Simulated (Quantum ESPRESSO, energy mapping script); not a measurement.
# CoO: exchange couplings from total energies

Wanted: the magnetic order of CoO, its couplings and an estimate of its ordering temperature, by PBE+U (3.5 eV), QE, GBRV.

Method: PBE with U = 3.5 eV on Co d, ortho-atomic projectors; plane waves, U on orthogonalised atomic orbitals unless named otherwise, collinear spin, no spin–orbit coupling, in Quantum ESPRESSO 7.5.

## Step 1: Starting point

The structure is hexagonal, space group P6_3mc (No. 186). Conventional cell: a = 3.198 Å, b = 3.198 Å, c = 5.229 Å, α = 90.00°, β = 90.00°, γ = 120.00°. Nearest to Co lie 4 O at 1.93 to 1.97 Å. Nearest to O lie 4 Co at 1.93 to 1.97 Å. Farther neighbours and most contacts between anions are not listed.

The cell comes from a database of computed structures, and need not be the one that the compound takes in experiment.

A Hubbard U penalises fractional filling of the shell. It raises the cost of virtual hops to the neighbours, so couplings that rest on such hops usually weaken. These runs use Quantum ESPRESSO.

## Step 2: Which atoms carry moments

One run in the crystal's own cell, under PBE with U = 2.62 eV on Co d, ortho-atomic projectors, Quantum ESPRESSO with GBRV potentials, shows which elements keep a moment. Transition or f elements with 0.3 μB or more enter the spin model; moments induced on other atoms do not.

pw.in

```
&control
  calculation = 'scf'
  prefix = 'pw'
  outdir = './tmp/'
  pseudo_dir = './pseudo/'
  verbosity = 'low'
/
&system
  ibrav = 0
  nat = 4
  ntyp = 2
  ecutwfc = 45
  ecutrho = 360
  nbnd = 38
  occupations = 'smearing'
  smearing = 'fd'
  degauss = 0.00367493
  nspin = 2
  starting_magnetization(1) = 0.1765
/
&electrons
  conv_thr = 1.0e-08
  electron_maxstep = 120
  mixing_beta = 0.3
  mixing_mode = 'plain'
/
ATOMIC_SPECIES
  Co 58.9332 Co.upf
  O 15.9990 O.upf
CELL_PARAMETERS angstrom
  3.19764574 0.00000000 0.00000000
  -1.59882287 2.76924245 0.00000000
  0.00000000 0.00000000 5.22870971
ATOMIC_POSITIONS crystal
  Co 0.99999999 1.00000000 0.00341828
  Co 0.33333333 0.66666666 0.50341828
  O 0.99999999 1.00000000 0.37158222
  O 0.33333333 0.66666666 0.87158223
K_POINTS automatic
  8 8 4 0 0 0
HUBBARD {ortho-atomic}
U Co-3d 2.62
```

Launch:

```bash
OMP_NUM_THREADS=1 mpirun -n 4 pw.x -nk 4 -in pw.in > pw.out
```

Output:

```text
Program PWSCF v.7.5 starts
[...]
unit-cell volume          =     312.4514 (a.u.)^3
     number of atoms/cell      =            4
[...]
number of electrons       =        46.00
     number of Kohn-Sham states=           38
     kinetic-energy cutoff     =      45.0000  Ry
     charge density cutoff     =     360.0000  Ry
     scf convergence threshold =      1.0E-08
[...]
Exchange-correlation= SLA  PW   PBE  PBE
[...]
Hubbard projectors: ortho-atomic
     Hubbard parameters of DFT+U (Dudarev formulation) in eV:
[...]
atomic species   magnetization
[...]
12 Sym. Ops. (no inversion) found ( 6 have fractional translation)
[...]
number of k points=    30  Fermi-Dirac smearing, width (Ry)=  0.0037
[...]
Number of occupied Hubbard levels =   14.0000
     Atomic wfc used for Hubbard projectors are orthogonalized
[...]
iteration #  1     ecut=    45.00 Ry     beta= 0.30
[...]
Number of occupied Hubbard levels =   10.4863
     total energy              =    -657.05149719 Ry
     estimated scf accuracy    <      14.34862713 Ry
     total magnetization       =     7.29 Bohr mag/cell
     absolute magnetization    =     7.47 Bohr mag/cell
     iteration #  2     ecut=    45.00 Ry     beta= 0.30
[...]
total energy              =    -659.20447387 Ry
     estimated scf accuracy    <      13.34029293 Ry
     total magnetization       =     1.73 Bohr mag/cell
     absolute magnetization    =     1.74 Bohr mag/cell
     iteration #  3     ecut=    45.00 Ry     beta= 0.30
[...]
total energy              =    -661.16446877 Ry
     estimated scf accuracy    <       0.44390960 Ry
     total magnetization       =     6.10 Bohr mag/cell
     absolute magnetization    =     6.21 Bohr mag/cell
[...]
total energy              =    -661.19423338 Ry
[...]
iteration # 38     ecut=    45.00 Ry     beta= 0.30
[...]
total energy              =    -661.19423358 Ry
     estimated scf accuracy    <       0.00000007 Ry
     total magnetization       =     6.01 Bohr mag/cell
     absolute magnetization    =     6.11 Bohr mag/cell
     iteration # 39     ecut=    45.00 Ry     beta= 0.30
[...]
!    total energy              =    -661.19423366 Ry
     estimated scf accuracy    <          4.2E-09 Ry
[...]
one-electron contribution =    -433.45087072 Ry
     hartree contribution      =     238.56348711 Ry
     xc contribution           =     -80.00464535 Ry
     ewald contribution        =    -386.47916662 Ry
     Hubbard energy            =       0.17907764 Ry
     total magnetization       =     6.01 Bohr mag/cell
     absolute magnetization    =     6.11 Bohr mag/cell
     convergence has been achieved in  40 iterations
[...]
JOB DONE.
```

It took 66 s on 4 MPI ranks of Arm Neoverse V2, shared host; peak memory 0.46 GiB.

Spin moment in the sphere by atom:

| atom | spin moment in the sphere (μB) |
| --- | --- |
| Co1 | 2.46 |
| Co2 | 2.46 |
| O3 | 0.32 |
| O4 | 0.32 |

The run ends ferromagnetic; Co carries the moments.

## Step 3: Order 1: parallel, cell A of 4 atoms

Each cell gets its own parallel run on the same mesh, so that most of the mesh error cancels in the differences.

The potential files are GBRV's for PBE; pw.x takes the functional from them.

pw.in: that of step 2 with these lines changed.

```diff
@@ -39,4 +39,4 @@
 K_POINTS automatic
-  8 8 4 0 0 0
+  11 11 6 0 0 0
 HUBBARD {ortho-atomic}
-U Co-3d 2.62
+U Co-3d 3.5
```

Output:

```text
[banner, memory and clock lines left out]
Program PWSCF v.7.5 starts
[...]
unit-cell volume          =     312.4514 (a.u.)^3
     number of atoms/cell      =            4
[...]
number of electrons       =        46.00
     number of Kohn-Sham states=           38
     kinetic-energy cutoff     =      45.0000  Ry
     charge density cutoff     =     360.0000  Ry
     scf convergence threshold =      1.0E-08
[...]
Exchange-correlation= SLA  PW   PBE  PBE
[...]
Hubbard projectors: ortho-atomic
     Hubbard parameters of DFT+U (Dudarev formulation) in eV:
[...]
atomic species   magnetization
[...]
12 Sym. Ops. (no inversion) found ( 6 have fractional translation)
[...]
number of k points=    64  Fermi-Dirac smearing, width (Ry)=  0.0037
[...]
Number of occupied Hubbard levels =   14.0000
     Atomic wfc used for Hubbard projectors are orthogonalized
[...]
iteration #  1     ecut=    45.00 Ry     beta= 0.30
[...]
Number of occupied Hubbard levels =   10.5318
     total energy              =    -657.13958881 Ry
     estimated scf accuracy    <      14.01900044 Ry
     total magnetization       =     7.49 Bohr mag/cell
     absolute magnetization    =     7.68 Bohr mag/cell
     iteration #  2     ecut=    45.00 Ry     beta= 0.30
[...]
total energy              =    -659.26737437 Ry
     estimated scf accuracy    <      11.96070153 Ry
     total magnetization       =     2.14 Bohr mag/cell
     absolute magnetization    =     2.15 Bohr mag/cell
     iteration #  3     ecut=    45.00 Ry     beta= 0.30
[...]
total energy              =    -661.06564510 Ry
     estimated scf accuracy    <       0.43879737 Ry
     total magnetization       =     6.14 Bohr mag/cell
     absolute magnetization    =     6.27 Bohr mag/cell
     iteration #  4     ecut=    45.00 Ry     beta= 0.30
[...]
total energy              =    -661.12972962 Ry
     estimated scf accuracy    <       0.11370507 Ry
     total magnetization       =     6.02 Bohr mag/cell
     absolute magnetization    =     6.07 Bohr mag/cell
     iteration #  5     ecut=    45.00 Ry     beta= 0.30
[...]
total energy              =    -661.16017094 Ry
     estimated scf accuracy    <       0.09673113 Ry
     total magnetization       =     6.00 Bohr mag/cell
     absolute magnetization    =     6.01 Bohr mag/cell
     iteration #  6     ecut=    45.00 Ry     beta= 0.30
[...]
total energy              =    -660.94180282 Ry
     estimated scf accuracy    <       0.10484147 Ry
     total magnetization       =     6.00 Bohr mag/cell
     absolute magnetization    =     6.01 Bohr mag/cell
     iteration #  7     ecut=    45.00 Ry     beta= 0.30
[...]
total energy              =    -661.10819145 Ry
     estimated scf accuracy    <       0.03400586 Ry
     total magnetization       =     6.00 Bohr mag/cell
     absolute magnetization    =     6.13 Bohr mag/cell
     iteration #  8     ecut=    45.00 Ry     beta= 0.30
[...]
total energy              =    -661.11442053 Ry
     estimated scf accuracy    <       0.01386352 Ry
     total magnetization       =     6.00 Bohr mag/cell
     absolute magnetization    =     6.14 Bohr mag/cell
     iteration #  9     ecut=    45.00 Ry     beta= 0.30
[...]
total energy              =    -661.11061132 Ry
     estimated scf accuracy    <       0.01425401 Ry
     total magnetization       =     6.00 Bohr mag/cell
     absolute magnetization    =     6.14 Bohr mag/cell
     iteration # 10     ecut=    45.00 Ry     beta= 0.30
[...]
total energy              =    -661.11315633 Ry
     estimated scf accuracy    <       0.01136931 Ry
     total magnetization       =     6.00 Bohr mag/cell
     absolute magnetization    =     6.13 Bohr mag/cell
[...]
total energy              =    -661.12000215 Ry
[...]
iteration # 27     ecut=    45.00 Ry     beta= 0.30
[...]
total energy              =    -661.12000764 Ry
     estimated scf accuracy    <       0.00000382 Ry
     total magnetization       =     6.00 Bohr mag/cell
     absolute magnetization    =     6.09 Bohr mag/cell
     iteration # 28     ecut=    45.00 Ry     beta= 0.30
[...]
total energy              =    -661.12001279 Ry
     estimated scf accuracy    <       0.00000025 Ry
     total magnetization       =     6.00 Bohr mag/cell
     absolute magnetization    =     6.09 Bohr mag/cell
     iteration # 29     ecut=    45.00 Ry     beta= 0.30
[...]
total energy              =    -661.12001298 Ry
     estimated scf accuracy    <       0.00000008 Ry
     total magnetization       =     6.00 Bohr mag/cell
     absolute magnetization    =     6.09 Bohr mag/cell
     iteration # 30     ecut=    45.00 Ry     beta= 0.30
[...]
total energy              =    -661.12001311 Ry
     estimated scf accuracy    <       0.00000004 Ry
     total magnetization       =     6.00 Bohr mag/cell
     absolute magnetization    =     6.09 Bohr mag/cell
     iteration # 31     ecut=    45.00 Ry     beta= 0.30
[...]
Magnetic moment per site  (integrated on atomic sphere of radius R)
     atom   1 (R=0.248)  charge= 14.1450  magn=  2.4610
     atom   2 (R=0.248)  charge= 14.1450  magn=  2.4610
     atom   3 (R=0.248)  charge=  5.3173  magn=  0.3276
     atom   4 (R=0.248)  charge=  5.3173  magn=  0.3276
     End of self-consistent calculation
     =================== HUBBARD OCCUPATIONS ===================
     ------------------------ ATOM    1 ------------------------
     Tr[ns(  1)] (up, down, total) =   4.95753  2.34427  7.30180
     Atomic magnetic moment for atom   1 =   2.61326
     SPIN  1
     eigenvalues:
       0.987  0.987  0.988  0.997  0.997
     eigenvectors (columns):
       0.000 -0.000  1.000 -0.000 -0.000
      -0.462  0.173  0.000 -0.212  0.844
       0.173  0.462  0.000  0.844  0.212
      -0.305 -0.815 -0.000  0.478  0.120
       0.815 -0.305 -0.000 -0.120  0.478
     occupation matrix ns (before diag.):
       0.988 -0.000 -0.000 -0.000 -0.000
      -0.000  0.995 -0.000  0.000  0.004
      -0.000 -0.000  0.995  0.004 -0.000
      -0.000  0.000  0.004  0.990  0.000
[...]
SPIN  2
     eigenvalues:
[...]
eigenvectors (columns):
[...]
occupation matrix ns (before diag.):
[...]
------------------------ ATOM    2 ------------------------
     Tr[ns(  2)] (up, down, total) =   4.95753  2.34427  7.30180
     Atomic magnetic moment for atom   2 =   2.61326
     SPIN  1
     eigenvalues:
[...]
eigenvectors (columns):
[...]
occupation matrix ns (before diag.):
[...]
SPIN  2
     eigenvalues:
[...]
eigenvectors (columns):
[...]
occupation matrix ns (before diag.):
       0.186 -0.000 -0.000 -0.000 -0.000
      -0.000  0.381 -0.000  0.000  0.105
      -0.000 -0.000  0.381  0.105 -0.000
      -0.000  0.000  0.105  0.699  0.000
      -0.000  0.105 -0.000  0.000  0.699
     Number of occupied Hubbard levels =   14.6036
     Number of k-points >= 100: set verbosity='high' to print the bands.
     the Fermi energy is    11.2016 ev
!    total energy              =    -661.12001317 Ry
     estimated scf accuracy    <          6.8E-09 Ry
     smearing contrib. (-TS)   =      -0.00211321 Ry
     internal energy E=F+TS    =    -661.11789996 Ry
     The total energy is F=E-TS. E is the sum of the following terms:
     one-electron contribution =    -433.60096862 Ry
     hartree contribution      =     238.68795876 Ry
     xc contribution           =     -79.99374490 Ry
     ewald contribution        =    -386.47916662 Ry
     Hubbard energy            =       0.26802142 Ry
     total magnetization       =     6.00 Bohr mag/cell
     absolute magnetization    =     6.09 Bohr mag/cell
     convergence has been achieved in  31 iterations
```

Wall time 1.7 min (4 MPI ranks); peak memory 0.54 GiB; 6.9 min of CPU time.

Spin moment in the sphere by atom:

| atom | spin moment in the sphere (μB) |
| --- | --- |
| Co1 | 2.46 |
| Co2 | 2.46 |
| O3 | 0.33 |
| O4 | 0.33 |

The run ends ferromagnetic.

[end of part 1 of 2]

[Logs and program files are shortened in this print: banners, set-up blocks, solver, clock and traceback lines can be left out without a mark of their own.]

[Logs are printed without paths, hosts, clocks, repeated set-up lines and the standing remarks that a program may print on its own settings, such as how far it seeks lower states.]

[Hosts, paths, dates, database ids (printed as entryN), source tags and the programs' standing remarks are cut or masked in the printed files.]

[Where a cell is said to come from a database of computed structures, the database is the Materials Project.]
